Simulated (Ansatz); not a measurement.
# HfO2 (P2_1/c): the host for defect calculations

Aim: the runs on the perfect crystal HfO2 (P2_1/c) that a defect calculation needs first.

Calculated with Ansatz 0.2.0; plane-wave PAW DFT, PBEsol; relaxation of the host's cell and atoms; PAW set soft_1, in the first sound run; inputs show where later runs differ.

## 1. Starting point

Symmetry: P2_1/c, No. 14, monoclinic system. The conventional cell has a = 5.094 Å, b = 5.151 Å, c = 5.276 Å, α = 90.00°, β = 99.56°, γ = 90.00°. Nearest to Hf lie 7 O at 2.03 to 2.24 Å. Nearest to O lie 4 Hf at 2.13 to 2.24 Å. Nearest to O lie 3 Hf at 2.03 to 2.13 Å. Farther neighbours and most contacts between anions are not listed.

## 2. Host cell relaxation

Lattice and positions are set free, within the symmetry that the program keeps.

File cell/input.yaml:

```yaml
crystal:
  lattice:
    - [5.094175, 0.0, 0.0]
    - [0.0, 5.1506447, 0.0]
    - [-0.876169, 0.0, 5.2029535]
  atoms:
    - { symbol: Hf, position: [0.27613578, 0.45806468, 0.70790733] }
    - { symbol: Hf, position: [0.72386422, 0.95806468, 0.79209267] }
    - { symbol: Hf, position: [0.72386422, 0.54193532, 0.29209267] }
    - { symbol: Hf, position: [0.27613578, 0.04193532, 0.20790733] }
    - { symbol: O, position: [0.44799782, 0.74252595, 0.97857799] }
    - { symbol: O, position: [0.55200218, 0.24252595, 0.52142201] }
    - { symbol: O, position: [0.55200218, 0.25747405, 0.02142201] }
    - { symbol: O, position: [0.44799782, 0.75747405, 0.47857799] }
    - { symbol: O, position: [0.06836078, 0.33075888, 0.34625278] }
    - { symbol: O, position: [0.93163922, 0.83075888, 0.15374722] }
    - { symbol: O, position: [0.93163922, 0.66924112, 0.65374722] }
    - { symbol: O, position: [0.06836078, 0.16924112, 0.84625278] }
basis:
  ecutwfc: 420
  xc_grid: 2
hamiltonian:
  xc: pbesol
  pseudopotentials: { kind: paw, azcp: { folder: soft_1 }, xc_functional: pbe }
kpoints:
  mp_grid: { grid: [6, 6, 6] }
scf:
  occupations: { method: fixed }
  max_iter: 100
relax:
  f_tol: 0.005
  max_steps: 60
  cell: {}
output:
  forces: true
  stress: true
checkpoint:
  write: "../cell.run"
  compress: false
  write_wavefunctions: false
  write_every: 100000
```

On the command line:

```
ansatz run input.yaml --threads 32 --pin off --max-ram 84787MiB --backend cuda --events-out ev --progress --plain --runs-dir out --max-vram 78GiB
```

Numbers of over 12 decimals in the logs are rounded to 6 here.

The program printed:

```text
[... repeated set-up lines and file paths are left out, and long positions are rounded to six places ...]
Engine: ansatz 0.2.0, aarch64-unknown-linux-gnu
Pseudopotentials: kind: paw
Pseudopotential: Hf, paw, valence charge 26, recommended cutoff 420 eV (normal), soft_1/Hf.paw.azcp
Pseudopotential: O, paw, valence charge 6, recommended cutoff 420 eV (normal), soft_1/O.paw.azcp
Functional definition: PBEsol
  exchange = pbesol_x
  correlation = pbesol_c
[...]
Crystal: 12 atoms, lattice volume = 136.517 Å³
Basis set: ecut = 420 eV, 2677 PW (Γ), exchange–correlation on 72×72×72 points (8 copies of the dense FFT grid, shifted against one another)
Bands: 92, of which v1, the nominal top of the filled ones, is band 76 counted from 1 (75 counted from 0)
Symmetry: 4 space group operations
Space group: P21/c (ITA 14), of the structure as read, at distance tolerance 5.1e-5 Å
k-points: 80 of 216
Non-local potential: Hf, projectors of the file, l = 0: 3, l = 1: 2, l = 2: 2, l = 3: 3
Non-local potential: O, projectors of the file, l = 0: 2, l = 1: 2, l = 2: 1
PAW form: soft (Blöchl's): semilocal exchange-correlation on the pseudo side does not see the compensation charge
PAW frozen core: Hf, regenerated for the run's functional, and the local potential with it (the file was generated under x = pbe(κ = 0.804, μ = 0.219515), c = pbe(β = 0.066725))
PAW frozen core: O, regenerated for the run's functional, and the local potential with it (the file was generated under x = pbe(κ = 0.804, μ = 0.219515), c = pbe(β = 0.066725))
PAW one-centre angular grid: Hf, 590 points (default); XC on 64 Gauss nodes
PAW one-centre angular grid: O, 110 points (default); XC on 64 Gauss nodes
Initial density: superposition of atomic densities (chi_scale 0.1, normalization cell, long waves kept (reshape's long-wave potential 0.02 eV rms))
Initial wavefunctions: pseudopotential atomic-orbital guess
[...]
Functional: x = pbesol(κ = 0.804, μ = 0.123457), c = pbesol(β = 0.046)
SCF iter   1: F=—  HF=-66907.275760 eV  |Δ(HF+E_count)|=         —  Δρ=9.31e-2  dr2=9.67e0  Hψ=20270
preconditioner: auto → Resta (q_TF=auto, 2.778 Å⁻¹)  ε∞=4.9  [insulator: Δε(μ)=3.037 eV  Ē_g=19.246 eV  n_scr=48 (ndim 8)  ℏωp=38.1 eV  f_vac=0.007  ε∞_Penn≈4.9]
SCF iter   2: F=—  HF=-66905.036464 eV  |Δ(HF+E_count)|=    2.24e0  Δρ=4.19e-2  dr2=2.25e0  Hψ=14402
[...]
SCF iter  11: F=-66904.250994 eV  HF=-66904.250994 eV  |Δ(HF+E_count)|=   1.60e-7  Δρ=3.44e-6  dr2=1.66e-8  Hψ=30186
SCF 1 converged in 11 iterations: F = -66904.250994 eV  dr2 = 1.66e-8
  greatest PAW one-centre occupation: 0.999 electrons in one spin orbital (limit 2), on the Hf atom at site 2 (counted from 0), in its partial waves of l = 3
relax step   1: F+E_penalty+E_count = -66904.25099371 eV  Δ(F+E_penalty+E_count) = +0.000e0 eV  max|allowed force component| = 1.530e-1 eV/Å  Δτ_max = 0.0000 Å  P = +1.784 GPa  Ω = 136.517 Å³  (11 SCF iters, dr2 threshold 1.00e-7 eV, accepted)
[... the SCF cycles and remarks between the steps are left out from here to the last step ...]
relax step   2: F+E_penalty+E_count = -66904.25417457 eV  Δ(F+E_penalty+E_count) = -3.181e-3 eV  max|allowed force component| = 4.125e-2 eV/Å  Δτ_max = 0.0070 Å  P = -0.336 GPa  Ω = 137.526 Å³  energy of the carried Pulay correction = -3.512e-3 eV  (7 SCF iters, dr2 threshold 1.20e-6 eV, accepted)
relax step   3: F+E_penalty+E_count = -66904.25546800 eV  Δ(F+E_penalty+E_count) = -1.293e-3 eV  max|allowed force component| = 1.813e-2 eV/Å  Δτ_max = 0.0037 Å  P = -0.118 GPa  Ω = 137.425 Å³  energy of the carried Pulay correction = -3.160e-3 eV  (5 SCF iters, dr2 threshold 5.72e-7 eV, accepted)
relax step   4: F+E_penalty+E_count = -66904.25729935 eV  Δ(F+E_penalty+E_count) = -1.831e-3 eV  max|allowed force component| = 2.243e-2 eV/Å  Δτ_max = 0.0252 Å  P = -0.033 GPa  Ω = 137.239 Å³  energy of the carried Pulay correction = -2.517e-3 eV  (7 SCF iters, dr2 threshold 1.23e-7 eV, accepted)
relax step   5: F+E_penalty+E_count = -66904.25800266 eV  Δ(F+E_penalty+E_count) = -7.033e-4 eV  max|allowed force component| = 1.418e-2 eV/Å  Δτ_max = 0.0217 Å  P = -0.077 GPa  Ω = 137.121 Å³  energy of the carried Pulay correction = -2.105e-3 eV  (7 SCF iters, dr2 threshold 3.15e-8 eV, accepted)
relax step   6: F+E_penalty+E_count = -66904.25822769 eV  Δ(F+E_penalty+E_count) = -2.250e-4 eV  max|allowed force component| = 1.896e-3 eV/Å  Δτ_max = 0.0060 Å  P = +0.002 GPa  Ω = 137.124 Å³  energy of the carried Pulay correction = -2.117e-3 eV  (5 SCF iters, dr2 threshold 1.80e-7 eV, accepted)
[...]
iter 1 solved again at ethr=5.09e-8 eV; its pass at ethr=3.10e-3 eV (dr2=7.74e-5 eV) is discarded
SCF iter   1: F=—  HF=-66904.259370 eV  |Δ(HF+E_count)|=         —  Δρ=1.44e-4  dr2=9.42e-7  Hψ=44410
[...]
SCF iter   2: F=—  HF=-66904.260391 eV  |Δ(HF+E_count)|=   1.02e-3  Δρ=7.32e-5  dr2=2.93e-7  Hψ=12831
SCF iter   3: F=—  HF=-66904.260422 eV  |Δ(HF+E_count)|=   3.13e-5  Δρ=1.08e-5  dr2=4.44e-8  Hψ=10791
SCF iter   4: F=—  HF=-66904.260422 eV  |Δ(HF+E_count)|=   3.92e-7  Δρ=1.93e-6  dr2=3.10e-9  Hψ=11725
SCF iter   5: F=—  HF=-66904.260422 eV  |Δ(HF+E_count)|=   1.14e-8  Δρ=8.66e-7  dr2=1.05e-9  Hψ=12046
SCF iter   6: F=-66904.260422 eV  HF=-66904.260422 eV  |Δ(HF+E_count)|=   1.18e-9  Δρ=2.27e-7  dr2=4.09e-11  Hψ=42877
SCF 7 converged in 6 iterations: F = -66904.260422 eV  dr2 = 4.09e-11
relax step   7: F+E_penalty+E_count = -66904.26042247 eV  Δ(F+E_penalty+E_count) = -2.195e-3 eV  max|allowed force component| = 2.029e-3 eV/Å  Δτ_max = 0.0000 Å  P = +0.032 GPa  Ω = 137.124 Å³  stress off target by 4.59e-2 GPa  SCF on the basis re-selected at this cell (its energy is not comparable with the rows above)  (6 SCF iters)
basis re-selected at this cell: Δ(F+E_penalty+E_count) = -2.195e-3 eV, ΔP = +0.030 GPa vs the last step (what re-selecting the basis moved, of the pressure what is left beyond the Pulay correction that the steps carried, after the strain that the cell walked [...]
SCF converged after 6 iterations
Free energy (F): -66904.260422 eV
Harris-Foulkes:  -66904.260422 eV  (|F-HF|=5.82e-11)
Internal energy: -66904.260422 eV  (E = F + TS)
E sigma→0 (E₀):  -66904.260422 eV
Fermi energy:    12.995809 eV
--- Per-component energies (eV) ---
  E_band       = -157.874753
  E_kinetic    = 2971.047500
  E_local      = -29481.915057  (includes V_loc(G=0)·N_el)
  E_nonlocal   = 705.730848
  E_hartree    = 14002.751009
  E_xc         = -1623.480972
  E_vxc        = -1743.989867  (∫ρ·V_xc dr)
  E_paw        = -31573.299200  (= ΣΔE_a)
  E_vpaw       = -614.256213  (= ΣTr[D̂ρ^β])
  E_aug_tail   = 0.006528  (compensation charges beyond the density's cutoff)
  E_ewald      = -21910.387605
  E_core_change = 5.286528  (= ΣΔE_core)
  E_smearing   = -0.000000  (= −TS)
  E_closure    = -0.000000  (closes the sum)
  Σ components = -66904.260422   (vs F -66904.260422, Δ=0.00e0)
--- Forces (eV/Å), atoms counted from 1 ---
  atom   1  Hf     0.00005451     0.00202909    -0.00041263
  atom   2  Hf    -0.00005451     0.00202909     0.00041263
  atom   3  Hf    -0.00005451    -0.00202909     0.00041263
  atom   4  Hf     0.00005451    -0.00202909    -0.00041263
  atom   5  O     -0.00092667     0.00023483     0.00003403
  atom   6  O      0.00092667     0.00023483    -0.00003403
  [... 6 more lines of this table ...]
  max |Σ_I F_I| component: 0.00e0 eV/Å
--- Stress (GPa, compression-positive) ---
        0.027230       0.000000      -0.005374
        0.000000       0.045923       0.000000
       -0.005374       0.000000       0.022487
  P = ⅓ Tr σ = 0.0319 GPa (0.319 kbar)
--- Band table (eV; the first three rows and the last of 80) ---
  k-point 0: bands = ["-47.2754", "-47.2539", "-47.2506", "-47.2496", "-16.3935", "-16.3614", "-16.3377", "-16.1259", "-16.0641", [... rest cut ...]
  k-point 1: bands = ["-47.2738", "-47.2549", "-47.2506", "-47.2501", "-16.3752", "-16.3316", "-16.3237", "-16.1500", "-16.0829", [... rest cut ...]
--- Relaxed structure (6 steps of the walk, 6 accepted, 1 SCFs on fresh bases) ---
  F+E_penalty+E_count = -66904.26042247 eV   max|allowed force component| = 2.029e-3 eV/Å   (the final SCF, on the basis selected at the relaxed cell)
  cell:  # Å, volume = 137.1243 Å³
    - [5.096063, 0.0, -0.00164996]
    - [0.0, 5.177530, 0.0]
    - [-0.878179, 0.0, 5.197337]
  atoms:
    - { symbol: Hf, position: [0.277155, 0.457022, 0.708187] }
    - { symbol: Hf, position: [0.722845, 0.957022, 0.791813] }
    - { symbol: Hf, position: [0.722845, 0.542978, 0.291813] }
    - { symbol: Hf, position: [0.277155, 0.042978, 0.208187] }
    - { symbol: O, position: [0.447132, 0.741797, 0.980022] }
    - { symbol: O, position: [0.552868, 0.241797, 0.519978] }
  [... 6 more lines of this table ...]
```

Wall time 7.1 s (1 × NVIDIA GB200 with 32 threads of Arm Neoverse V2, shared host); peak memory 1.1 GiB; 26 s of CPU time.

The steps of the relaxation:

```csv
step,energy less that of the first step (eV),largest force component (eV/Å),pressure (GPa),volume (Å³)
1,0.0000,0.1530,1.78,136.52
2,-0.0032,0.0412,-0.34,137.53
3,-0.0045,0.0181,-0.12,137.42
4,-0.0063,0.0224,-0.03,137.24
5,-0.0070,0.0142,-0.08,137.12
6,-0.0072,0.0019,0.00,137.12
7*,-0.0094,0.0020,0.03,137.12
```

Relaxation steps marked * repeat the geometry before them on a plane-wave basis chosen anew for their cell, so energy and pressure can jump there.

Forces are held to the 4 operations that the run works with; a distortion that breaks them can't arise in this run.

```
     cell as run  before  after  change
           a (Å)   5.094  5.096  +0.0 %
           b (Å)   5.151  5.178  +0.5 %
           c (Å)   5.276  5.271  -0.1 %
           β (°)   99.56  99.61  +0.1 %
volume (Å³/atom)   11.38  11.43  +0.4 %
```

The atoms that moved most (Å, as changes of fractional coordinates times the final cell):

```csv
atom,dx,dy,dz,length
O10,-0.020,0.035,0.028,0.049
O9,0.020,0.035,-0.028,0.049
O12,0.020,-0.035,-0.028,0.049
O11,-0.020,-0.035,0.028,0.049
O8,-0.006,0.004,0.007,0.010
O5,-0.006,-0.004,0.007,0.010
O7,0.006,0.004,-0.007,0.010
O6,0.006,-0.004,-0.007,0.010
```

Numbers from this step:

| Item | Value |
| --- | --- |
| pressure | 0.03188 GPa |

The relaxation ends with a largest force component of 0.0020 eV/Å and a pressure of 0.03 GPa.

## 3. Dielectric tensors of the host

The response to a uniform electric field gives the electronic dielectric tensor.

This step: plane-wave PAW DFPT, PBEsol; dielectric tensors, Born charges and zone-centre modes of the host; PAW set soft_1 (Ansatz 0.2.0).

File eps/input.yaml:

```yaml
crystal:
  lattice:
    - [5.0960628966, 0.0, -0.0016499638]
    - [0.0, 5.1775298282, 0.0]
    - [-0.8781789037, 0.0, 5.197337419]
  atoms:
    - { symbol: Hf, position: [0.2771546146, 0.4570218243, 0.70818701] }
    - { symbol: Hf, position: [0.7228453854, 0.9570218243, 0.79181299] }
    - { symbol: Hf, position: [0.7228453854, 0.5429781757, 0.29181299] }
    - { symbol: Hf, position: [0.2771546146, 0.0429781757, 0.20818701] }
    - { symbol: O, position: [0.4471316577, 0.7417965525, 0.9800217198] }
    - { symbol: O, position: [0.5528683423, 0.2417965525, 0.5199782802] }
    - { symbol: O, position: [0.5528683423, 0.2582034475, 0.0199782802] }
    - { symbol: O, position: [0.4471316577, 0.7582034475, 0.4800217198] }
    - { symbol: O, position: [0.0712948959, 0.3374658308, 0.3407824699] }
    - { symbol: O, position: [0.9287051041, 0.8374658308, 0.1592175301] }
    - { symbol: O, position: [0.9287051041, 0.6625341692, 0.6592175301] }
    - { symbol: O, position: [0.0712948959, 0.1625341692, 0.8407824699] }
basis:
  ecutwfc: 420
hamiltonian:
  xc: pbesol
  pseudopotentials: { kind: paw, azcp: { folder: soft_1 }, xc_functional: pbe }
kpoints:
  mp_grid: { grid: [5, 5, 5] }
scf:
  occupations: { method: fixed }
  max_iter: 100
phonons:
  method: dfpt
  dielectric: true
  rigid_motions: translations
```

The program printed:

```text
[...]
Crystal: 12 atoms, lattice volume = 137.124 Å³
Basis set: ecut = 420 eV, 2689 PW (Γ), exchange–correlation on 72×72×72 points (8 copies of the dense FFT grid, shifted against one another)
Bands: 92, of which v1, the nominal top of the filled ones, is band 76 counted from 1 (75 counted from 0)
Symmetry: 4 space group operations
k-points: 63 of 125 (irreducible under 1 space group operation, time reversal used)
[...]
SCF iter   1: F=—  HF=-66907.277756 eV  |Δ(HF+E_count)|=         —  Δρ=9.33e-2  dr2=9.75e0  Hψ=16523
[...]
SCF iter   2: F=—  HF=-66905.030026 eV  |Δ(HF+E_count)|=    2.25e0  Δρ=4.16e-2  dr2=2.23e0  Hψ=11661
[...]
SCF iter  14: F=-66904.260385 eV  HF=-66904.260385 eV  |Δ(HF+E_count)|=  7.28e-11  Δρ=2.12e-7  dr2=4.36e-11  Hψ=42125
SCF 1 converged in 14 iterations: F = -66904.260385 eV  dr2 = 4.36e-11
[...]
the response reads at least the filled bands of the reference SCF and the lowest empty band at each k-point, and that SCF's band table does not vouch for those bands. The notice of the band table in this run's record says why
[...]
NSCF: frozen V_eff on 1 k-points
[...]
concurrent solve slots: 20 of 32 are kept, ahead of what memory takes: no pass of the eigensolver takes more rounds on 20
[...]
DFPT response loops at q = (0, 0, 0) (fractional): preconditioner auto → Resta (q_TF=auto, 2.776 Å⁻¹)  ε∞=3.9 (no band partly filled); β = 1.00, the filter's whole step (`scf.mixing.beta` (0.50) is not read by the response loops at its default; [...]
[...]
DFPT response loops at Γ: preconditioner auto → Resta (q_TF=auto, 2.776 Å⁻¹)  ε∞=3.9 (no band partly filled); β = 1.00, the filter's whole step (`scf.mixing.beta` (0.50) is not read by the response loops at its default; [...]
[...]
SCF 1 converged in 5 iterations: F = -66903.978632 eV  dr2 = 8.55e-8
[...]
SCF converged after 14 iterations
[...]
246.25      1             0.2715
        249.50      1             0.0000
        249.86      1            16.8962
        309.66      1            63.3040
        324.39      1             0.0000
        325.38      1             0.0000
        331.22      1            26.1867
        343.08      1            36.8957
        376.31      1             0.0000
        385.35      1            42.3848
        390.98      1             0.0000
        400.53      1            28.4731
        482.18      1             0.0000
        489.64      1            13.4309
        500.51      1             0.0000
        501.82      1            19.8667
        537.93      1             0.0000
        557.07      1             0.0000
        591.46      1            13.4933
        617.07      1             0.0000
        641.22      1             0.0456
        651.68      1             0.0000
        718.58      1            15.6007
        755.52      1             0.0000
  optical modes at Γ + LO–TO along q̂ = [1.0000, 0.0000, 0.0000]:
      ω (cm⁻¹)  modes    IR ((D/Å)²/amu)
        116.31      1             0.0000
        126.95      1             0.0000
        129.57      1             0.0373
        130.17      1             0.0000
        143.74      1             0.0000
        162.96      1             0.0000
        179.02      1             0.8567
        238.21      1             0.0000
        244.96      1             5.4518
        246.95      1             1.3765
        249.50      1             0.0000
        249.86      1            16.8962
        324.39      1             0.0000
        325.38      1             0.0000
        331.04      1            22.1609
        343.08      1            36.8957
[...]
optical modes at Γ + LO–TO along q̂ = [0.0000, 1.0000, 0.0000]:
      ω (cm⁻¹)  modes    IR ((D/Å)²/amu)
[...]
optical modes at Γ + LO–TO along q̂ = [0.0000, 0.0000, 1.0000]:
      ω (cm⁻¹)  modes    IR ((D/Å)²/amu)
[...]
489.64      1            13.4309
        495.90      1            19.6809
        500.51      1             0.0000
        537.93      1             0.0000
        557.07      1             0.0000
        591.46      1            13.4933
        617.07      1             0.0000
        632.38      1            77.0506
        641.22      1             0.0456
        651.68      1             0.0000
        720.98      1            18.0889
        755.52      1             0.0000
```

Elapsed: 28 s, on 1 × NVIDIA GB200 with 32 threads; peak memory 4.2 GiB; 3.8 min of CPU time.

Reading the cycles: dr2 is the Hartree energy of the density residual (eV), the measure of convergence; HF is the Harris–Foulkes estimate of the energy, which meets the free energy F at convergence.

Electronic dielectric tensor:

```
5.04 0.00 0.14
0.00 5.07 0.00
0.14 0.00 4.75
```

Static dielectric tensor:

```
20.65  0.00  1.35
 0.00 18.84  0.00
 1.35  0.00 15.26
```

The principal values of the electronic dielectric tensor are 4.69, 5.07 and 5.10. The principal values of the static dielectric tensor are 14.94, 18.84 and 20.97.

[end of part 1 of 2]

[Logs are printed without paths, hosts, clocks, repeated set-up lines and the standing remarks that a program may print on its own settings, such as how far it seeks lower states.]

[Hosts, paths, dates, database ids (printed as entryN), source tags and the programs' standing remarks are cut or masked in the printed files.]

[Runs of the host that timed out are not shown.]

[For some hosts the program warned that the k-mesh of the response run may be too coarse for force constants and the static dielectric constant; such warnings are not always shown.]
